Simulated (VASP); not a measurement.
# A VASP 6.6.1 single-point calculation on GaN

INCAR

```
ISIF = 2
LREAL = .FALSE.
NSW = 0
LMAXMIX = 4
PREC = Accurate
ISMEAR = 1
LCHARG = .FALSE.
GGA = PE
SIGMA = 0.005
ENCUT = 520
LASPH = .TRUE.
IBRION = -1
NELM = 120
EDIFF = 1E-7
LWAVE = .FALSE.
NBANDS = 16
```

KPOINTS

```
KPOINTS created by Atomic Simulation Environment
0
Gamma
10 10 10
0 0 0
```

POSCAR

```
Ga N
 1.0000000000000000
     0.0000000000000000    2.3571272452000001    2.1247222484999999
     2.3571272452000001    0.0000000000000000    2.1247222484999999
     2.3571272452000001    2.3571272452000001    0.0000000000000000
 Ga  N
   1   1
Cartesian
  0.0000000000000000  0.0000000000000000  0.0000000000000000
  3.5356908678000001  3.5356908678000001  3.1870833727500005
```

The recommended PBE PAW datasets give the neutral cell 18 valence electrons.

Command

```
mpirun -np 1 vasp_std
```

OSZICAR

```
N       E                     dE             d eps       ncg     rms          rms(c)
DAV:   1     0.830456736098E+02    0.83046E+02   -0.92809E+03  3624   0.198E+03
DAV:   2    -0.815183051807E+01   -0.91198E+02   -0.85256E+02  3760   0.330E+02
DAV:   3    -0.139790532591E+02   -0.58272E+01   -0.58063E+01  3784   0.708E+01
DAV:   4    -0.140466477021E+02   -0.67594E-01   -0.67584E-01  4240   0.824E+00
DAV:   5    -0.140475235548E+02   -0.87585E-03   -0.87556E-03  3856   0.829E-01    0.760E+00
DAV:   6    -0.121030557995E+02    0.19445E+01   -0.49601E+00  4928   0.388E+01    0.269E+00
DAV:   7    -0.121072445698E+02   -0.41888E-02   -0.30331E-01  3600   0.667E+00    0.176E+00
DAV:   8    -0.121022660278E+02    0.49785E-02   -0.65690E-02  3704   0.318E+00    0.857E-01
DAV:   9    -0.120974770349E+02    0.47890E-02   -0.14279E-02  4928   0.253E+00    0.227E-01
DAV:  10    -0.120978778497E+02   -0.40081E-03   -0.14378E-03  3648   0.496E-01    0.127E-01
DAV:  11    -0.120977884018E+02    0.89448E-04   -0.25649E-04  4768   0.270E-01    0.899E-03
DAV:  12    -0.120977931746E+02   -0.47728E-05   -0.28653E-05  3904   0.500E-02    0.488E-03
DAV:  13    -0.120977931061E+02    0.68555E-07   -0.62936E-07  4120   0.129E-02
   1 F= -.12097793E+02 E0= -.12097793E+02  d E =0.137636E-71
```

From OUTCAR

```
k-points           NKPTS =    102   k-points in BZ     NKDIM =    102   number of bands    NBANDS=     16

   NELECT =      18.0000    total number of electrons

   dimension x,y,z NGX =    24 NGY =   24 NGZ =   28
   dimension x,y,z NGXF=    48 NGYF=   48 NGZF=   56

  energy-cutoff  :      520.00
  volume of cell :       23.61
      direct lattice vectors                 reciprocal lattice vectors
     0.000000000  2.357127245  2.124722248    -0.212122617  0.212122617  0.235324876
     2.357127245  0.000000000  2.124722248     0.212122617 -0.212122617  0.235324876
     2.357127245  2.357127245  0.000000000     0.212122617  0.212122617 -0.235324876

 k-points in reciprocal lattice and weights: KPOINTS created by Atomic Simulation Env
   0.00000000  0.00000000  0.00000000       0.001
   0.10000000  0.00000000  0.00000000       0.008
   0.20000000  0.00000000  0.00000000       0.008
   0.30000000  0.00000000  0.00000000       0.008
   0.40000000  0.00000000  0.00000000       0.008
   0.50000000  0.00000000  0.00000000       0.004
   0.10000000  0.10000000  0.00000000       0.002
   0.20000000  0.10000000  0.00000000       0.008
   ...

 E-fermi :   5.2735

 k-point     1 :       0.0000    0.0000    0.0000
  band No.  band energies     occupation
      1     -10.7039      2.00000
      2      -8.5157      2.00000
      3      -8.5157      2.00000
      4      -8.4212      2.00000
      5      -8.2068      2.00000
      6      -8.2047      2.00000
      7       4.8179      2.00000
      8       4.8179      2.00000
      9       5.2107      2.00000
     10       6.4436      0.00000
     11      14.9297      0.00000
     12      15.2307      0.00000
     13      15.2308      0.00000
     14      22.1814      0.00000
     15      22.5713      0.00000
     16      22.5713      0.00000

 k-point     2 :       0.1000    0.0000    0.0000
  band No.  band energies     occupation
      1     -10.6001      2.00000
      2      -8.5036      2.00000
      3      -8.4848      2.00000
      4      -8.4017      2.00000
      5      -8.2059      2.00000
      6      -8.2055      2.00000
      7       3.8161      2.00000
      8       4.6940      2.00000
      9       5.0105      2.00000
     10       7.3470      0.00000
     11      14.4411      0.00000
     12      15.3010      0.00000
     13      15.3783      0.00000
     14      21.2967      0.00000
     15      21.4668      0.00000
     16      23.1972      0.00000

 k-point     3 :       0.2000    0.0000    0.0000
  band No.  band energies     occupation
      1     -10.3436      2.00000
      2      -8.4765      2.00000
      3      -8.4221      2.00000
      4      -8.2895      2.00000
      5      -8.1967      2.00000
      6      -8.1897      2.00000
      7       2.0701      2.00000
      8       4.3884      2.00000
      9       4.8049      2.00000
     10       8.4161      0.00000
     11      13.5801      0.00000
     12      15.2755      0.00000
     13      15.8729      0.00000
     14      20.5143      0.00000
     15      20.9897      0.00000
     16      23.2727      0.00000

 ...

  Total       -0.6714034     -0.6714034      0.8192036      0.0000000      0.0000000      0.0000000
  in kB      -45.5612761    -45.5612761     55.5909625      0.0000000      0.0000000      0.0000000
  external PRESSURE =     -11.8438633 kB  Pullay stress =       0.0000000 kB

 POSITION                                       TOTAL-FORCE (eV/Angst)
 -----------------------------------------------------------------------------------
      0.00000      0.00000      0.00000        -0.000000     -0.000000     -0.000000
      3.53569      3.53569      3.18708         0.000000      0.000000      0.000000
 -----------------------------------------------------------------------------------
    total drift:                               -0.000006     -0.000006      0.000004

  FREE ENERGIE OF THE ION-ELECTRON SYSTEM (eV)
  ---------------------------------------------------
  free  energy   TOTEN  =       -12.0977931061 eV

  energy  without entropy=      -12.0977931061  energy(sigma->0) =      -12.09779311
```

It converged. Results: gap between bands v and c on the k mesh 1.23 eV; least direct gap on the k mesh 1.23 eV; pressure -1.2 GPa. Band v is the last that the valence electrons fill when counted band by band, and c is the next.

For comparison, a separate PBE run of the intended cell, on usual settings and not on those above, gives a gap of 1.23 eV on its mesh and a pressure of -1.2 GPa.

The run above took about 37 s on one core of a shared host (Intel Xeon Platinum 8488C) and held 0.17 GiB at most.
